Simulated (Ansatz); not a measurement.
**SnS₂ (P-3m1): elastic constants by finite strains**

Method: PBEsol, all-electron LAPW in Ansatz 0.2.0, scalar-relativistic.

The cell comes from a PAW relaxation under the same functional.

Command line:

```sh
ansatz run input.yaml --threads 2 --pin off --max-ram 5120MiB --backend cpu --events-out ev --progress --plain --runs-dir out
```

Input file:

```yaml
crystal:
  lattice:
    - [3.65108284703, 0.0, 0.0]
    - [-1.82554142352, 3.16193049685, 0.0]
    - [0.0, 0.0, 6.06152214681]
  atoms:
    - { symbol: Sn, position: [0.0, 0.0, 0.0] }
    - { symbol: S, position: [0.333333333333, 0.666666666667, 0.24315749138] }
    - { symbol: S, position: [0.666666666667, 0.333333333333, 0.75684250862] }
kpoints:
  mp_grid: { grid: [6, 6, 4] }
scf:
  occupations: { method: fixed }
hamiltonian:
  xc: pbesol
  pseudopotentials: { kind: all_electron, lapw: { basis_error: 0.0005 } }
elastic:
  mode: relaxed_ion
  stencil: two_point
  amplitude: 0.008
```

The program printed:

```
Warning: RAYON_NUM_THREADS=2 ignored (pool sized by the plan → 2); use --threads N
LAPW: plane waves up to 8.475 Å⁻¹, error target 5.0e-4 eV per atom; small_component_spin mean_spin; S in spheres of 1.089 Å, 14 of its electrons in bands, Dirac shells []; Sn in spheres of 1.406 Å, 22 of its electrons in bands, ...
Engine: ansatz 0.2.0, aarch64-unknown-linux-gnu
Pseudopotentials: kind: all_electron
Pseudopotential: Sn, LAPW, valence charge 22, lapw/all_electron/scalar/gaussian/Sn, Koelling and Harmon's equation, gaussian nucleus
Pseudopotential: S, LAPW, valence charge 14, lapw/all_electron/scalar/gaussian/S, Koelling and Harmon's equation, gaussian nucleus
Functional definition: PBEsol
  exchange = pbesol_x
  correlation = pbesol_c
davidson cushion auto → on  (no smearing: the cushion is to keep the highest requested band from converging to the state above it; pin scf.eigensolver.cushion to override)
Crystal: 3 atoms, lattice volume = 69.977 Å³
Basis set: ecut = 273.6264329789778 eV, 701 PW (Γ), exchange–correlation at level 2
Bands: 30, of which v1, the nominal top of the filled ones, is band 25 counted from 1 (24 counted from 0)
Symmetry: 12 space group operations
Space group: P-3m1 (ITA 164), of the structure as read, at distance tolerance 4.1e-5 Å
k-points: 24 of 144
Non-local potential: Sn, projectors of the file, none
Non-local potential: S, projectors of the file, none
Initial density: superposition of atomic densities (chi_scale 0.1, normalization cell, long waves kept (reshape's long-wave potential 0.18 eV rms))
Initial wavefunctions: plane waves of lowest kinetic energy (no species holds an atomic orbital)
Functional: x = pbesol(κ = 0.804, μ = 0.12345679012345678), c = pbesol(β = 0.046)
iter 1 solved again at ethr=2.66e-3 eV; its pass at ethr=1.00e-1 eV (dr2=1.33e0 eV) is discarded
SCF iter   1: F=—  HF=-189707.817649 eV  |F-HF|=—  |Δ(HF+E_count)|=         —  Δρ=3.47e-2  dr2=1.33e0  ethr=2.66e-3  ⟨swp⟩=2.0  Hψ=4971  notcnv=0
preconditioner: auto → Resta (q_TF=auto, 2.580 Å⁻¹)  ε∞=3.0  [insulator: Δε(μ)=1.958 eV  Ē_g=16.080 eV  n_scr=22 (ndim 8)  ℏωp=22.6 eV  f_vac=0.123  ε∞_Penn≈3.0]
SCF iter   2: F=—  HF=-189707.361412 eV  |F-HF|=—  |Δ(HF+E_count)|=   4.56e-1  Δρ=1.44e-2  dr2=1.65e-1  ethr=2.66e-3  ⟨swp⟩=3.0  Hψ=2125  notcnv=0
SCF iter   3: F=—  HF=-189707.326341 eV  |F-HF|=—  |Δ(HF+E_count)|=   3.51e-2  Δρ=6.63e-3  dr2=3.41e-2  ethr=3.29e-4  ⟨swp⟩=2.0  Hψ=2064  notcnv=0
iter 4 solved again at ethr=2.42e-6 eV; its pass at ethr=6.83e-5 eV (dr2=1.21e-3 eV) is discarded
SCF iter   4: F=—  HF=-189707.324206 eV  |F-HF|=—  |Δ(HF+E_count)|=         —  Δρ=1.26e-3  dr2=1.19e-3  ethr=2.42e-6  ⟨swp⟩=2.5  Hψ=3675  notcnv=0
the basis was enlarged: its passes take 296.6 KiB over the memory plan, 2 of 2 planned eigensolver slots
SCF iter   5: F=—  HF=-189707.324166 eV  |F-HF|=—  |Δ(HF+E_count)|=   4.04e-5  Δρ=3.22e-4  dr2=7.55e-5  ethr=2.37e-6  ⟨swp⟩=3.0  Hψ=2204  notcnv=0
SCF iter   6: F=—  HF=-189707.324231 eV  |F-HF|=—  |Δ(HF+E_count)|=   6.57e-5  Δρ=1.38e-4  dr2=1.44e-5  ethr=1.51e-7  ⟨swp⟩=3.5  Hψ=2261  notcnv=0
[... 133 lines left out ...]
SCF 30 converged in 2 iterations: F = -189707.324197 eV  dr2 = 1.53e-15
SCF converged after 9 iterations
Free energy (F): -189707.324270 eV
Harris-Foulkes:  -189707.324270 eV  (|F-HF|=3.20e-10)
Internal energy: -189707.324270 eV  (E = F + TS)
E sigma→0 (E₀):  -189707.324270 eV
Fermi energy:    7.560104 eV
--- Per-component energies (eV) ---
  E_band       = -3273.141750
  E_kinetic    = 198472.449445
  E_xc         = -5783.563424
  E_electrostatic = -382396.210291  (all electrons and nuclei)
  E_smearing   = -0.000000  (= −TS)
  E_closure    = 0.000000  (closes the sum)
  Σ components = -189707.324270   (vs F -189707.324270, Δ=0.00e0)
  Basis errors (estimates in eV, not in F): energy 2.6e-4 per atom: plane waves 2.4e-4 (1.4e-4 summed), levels above the bands 0.0e0, relativity 6.9e-9, radial functions 1.9e-5, core shells 3.8e-8; eigenvalues (radial functions ...
--- Forces (eV/Å), atoms counted from 1 ---
  atom   1  Sn     0.00000000     0.00000000     0.00000000
  atom   2  S      0.00000000    -0.00000000    -0.00000479
  atom   3  S     -0.00000000     0.00000000     0.00000479
  max |Σ_I F_I| component: 4.63e-18 eV/Å
--- Stress (GPa, compression-positive) ---
        0.087903      -0.000000       0.000000
       -0.000000       0.087903       0.000000
        0.000000       0.000000       0.013128
  P = ⅓ Tr σ = 0.0630 GPa (0.630 kbar)
--- Elastic constants: 3 strain directions × 2 members + reference (group order 12) ---
  dense FFT box of the reference and of every strained cell: 20×20×36
  strains applied: 11, 33, 23; error gains: componentwise 1.00 (the most a stress slope's error grows in a printed constant), spectral 1.41 (1 for all six strains in a standard setting)
  reference relaxed by the batch: 3 steps; max|allowed force component| 8.28e-3 eV/Å at the deck's positions, 4.84e-6 at the last accepted step, 4.79e-6 by the solve of record
  largest displacement 7.6e-4 Å; the constants are those of the deck's cell at these positions:
  atoms:
    - { symbol: Sn, position: [-6.814032640195366e-37, 4.229856891554012e-37, 0.0] }
    - { symbol: S, position: [0.3333333333333334, 0.6666666666666669, 0.24303215770709247] }
    - { symbol: S, position: [0.6666666666666666, 0.3333333333333334, 0.7569678422929077] }
  C = ∂σ_k/∂η_j (tension-positive GPa; Voigt order 11 22 33 23 13 12):
       122.474     31.196      6.066     -0.188      0.000     -0.000
        31.196    122.474      6.066      0.188     -0.000     -0.000
         5.968      5.968     11.473     -0.000     -0.000      0.000
        -0.191      0.191     -0.000      5.342      0.000     -0.000
         0.000     -0.000      0.000      0.000      5.342     -0.191
        -0.000      0.000     -0.000     -0.000     -0.188     45.639
  reference stress σ⁰ (GPa):     -0.088     -0.088     -0.013     -0.000     -0.000      0.000
  no Pulay correction (none for the plane-wave cutoff is built on LAPW): the batch's stresses and constants are at fixed plane waves
  C* (energy form; C + prestress term) asymmetry max|C*_kj − C*_jk| = 2.347e-2 GPa — a small one proves nothing (zero by symmetry where the batch's group is 432, −43m or m−3m); a large one is finite-difference/SCF noise where ...
  moduli (Voigt/Reuss/Hill, GPa): K = 38.10/11.08/24.59   G = 25.48/9.03/17.26   E = 41.95   ν = 0.216
  mechanically stable: yes (min eigenvalue of sym C = 5.34 GPa)
  where every solve meets its electron count the energy-path curvature estimates C_jj along a normal strain and C_jj − ¼(σ⁰_aa + σ⁰_bb) along a shear (ab), closely only under elastic.basis: deformed
  strain η (Voigt 11):  stress-route row diagonal C_11 = 122.47 GPa, energy-path curvature d²(F+E_count)/dδ²/Ω₀ = 122.45 GPa
         δ    σ_11 (GPa)             F (eV)   n_scf  n_hpsi   n_pw
    -8.000e-3      -1.0979     -189707.3222163       2   10328    756   relax 4 steps, max|allowed force component| 4.02e-5 eV/Å
     8.000e-3       0.8617     -189707.3229011       2   10328    756   relax 3 steps, max|allowed force component| 1.56e-5 eV/Å
  strain η (Voigt 33):  stress-route row diagonal C_33 = 11.47 GPa, energy-path curvature d²(F+E_count)/dδ²/Ω₀ = 11.45 GPa
         δ    σ_33 (GPa)             F (eV)   n_scf  n_hpsi   n_pw
    -8.000e-3      -0.1133     -189707.3240543       2    5274    756   relax 3 steps, max|allowed force component| 8.65e-6 eV/Å
     8.000e-3       0.0702     -189707.3241658       2    5272    756   relax 3 steps, max|allowed force component| 1.02e-5 eV/Å
  strain η (Voigt 23):  stress-route row diagonal C_44 = 5.34 GPa, energy-path curvature d²(F+E_count)/dδ²/Ω₀ = 5.37 GPa
         δ    σ_23 (GPa)             F (eV)   n_scf  n_hpsi   n_pw
    -8.000e-3      -0.0444     -189707.3241932       2   10324    756   relax 4 steps, max|allowed force component| 2.23e-5 eV/Å
     8.000e-3       0.0411     -189707.3241971       2   10322    756   relax 3 steps, max|allowed force component| 1.84e-5 eV/Å
```

The run converged.

### Elastic constants

Elastic constants of a crystal by Kohn-Sham DFT: slopes of the stress over finite engineering strains of the given cell, Voigt indices, Cartesian axes as in the input.

| Property | Result |
| --- | --- |
| Pressure at rest | 0.063 GPa |
| Least elastic eigenvalue | 5.34 GPa |
| Elastically stable | yes |

```csv
index,elastic (GPa)
11,122.5
12,31.2
13,6.02
14,-0.19
33,11.47
44,5.34
```

Strained cells:

Stress of each strained cell less that at rest, tension positive.

| strain component | strain | stress xx (GPa) | stress yy (GPa) | stress zz (GPa) | stress yz (GPa) | stress xz (GPa) | stress xy (GPa) | relaxation steps |
| --- | --- | --- | --- | --- | --- | --- | --- | --- |
| xx | -0.008 | -1.01 | -0.2516 | -0.0487 | 0.0026 | 0 | 0 | 4 |
| xx | 0.008 | 0.9496 | 0.2475 | 0.0468 | -0.0005 | 0 | 0 | 3 |
| zz | -0.008 | -0.0526 | -0.0526 | -0.1002 | 0 | 0 | 0 | 3 |
| zz | 0.008 | 0.0444 | 0.0444 | 0.0833 | 0 | 0 | 0 | 3 |
| yz | -0.008 | 0.0007 | -0.0012 | -0.0027 | -0.0444 | 0 | 0 | 4 |
| yz | 0.008 | -0.0023 | 0.0018 | -0.0026 | 0.0411 | 0 | 0 | 3 |

Elastic moduli:

Hill averages of a grain aggregate, Debye temperature from the mean sound speed over directions.

| Quantity | Value |
| --- | --- |
| Bulk modulus | 24.59 GPa |
| Shear modulus | 17.26 GPa |
| Young modulus | 41.95 GPa |
| Poisson ratio | 0.2157 |
| Bulk over shear modulus | 1.425 |
| Elastic anisotropy index | 11.54 |
| Least young modulus | 11 GPa |
| Largest young modulus | 112.7 GPa |
| Longitudinal sound speed | 3312 m/s |
| Transverse sound speed | 1994 m/s |
| Elastic debye temperature | 174 K |
| Linear compressibility (x, y, z) | 3.227, 3.227, 83.77 1/TPa |

Caveats: no dispersion correction, so the spacing and stiffness between layers or molecules are poor.

It took 3.1 min on 2 threads of Arm Neoverse V2 (shared host), peak memory 0.53 GiB.
